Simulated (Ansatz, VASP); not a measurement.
# Two plane-wave programs on Ti

```
Ti
1.0
     0.00000   -2.05515   -2.05515
     2.05515    0.00000   -2.05515
     2.05515   -2.05515    0.00000
Ti
1
Direct
  0.00000 0.00000 0.00000
```

Alike in both runs: functional r2SCAN; k mesh 18 × 18 × 18; occupations gaussian, width 0.1 eV; no spin polarisation.

Ansatz relaxed the structure, and its values are those at the end. VASP's run is a single point on that final structure, the one shown.

|  | VASP | Ansatz |
| --- | --- | --- |
| version | VASP 6.6.1 | Ansatz 0.2.0 |
| potentials or method | VASP PAW PBE potentials, release 64 (Ti_sv) | scalar-relativistic, plane waves, PAW |
| plane-wave cutoff (eV) | 520 | 500 |
| valence electrons in the cell | 12 | 12 |

Ansatz gave:

| Item | Value |
| --- | --- |
| gap on the k mesh at the Fermi level (eV) | none |
| pressure (GPa) | 0.0 |

Q: What did VASP give for the same quantities?

A: gap on the k mesh at the Fermi level (eV): none; pressure (GPa): 0.4.

A gap of «none» marks a metal or a gap that the smearing closes.

Caveats: the PAW data sets were made with another functional, which shifts forces and pressure a little (VASP).
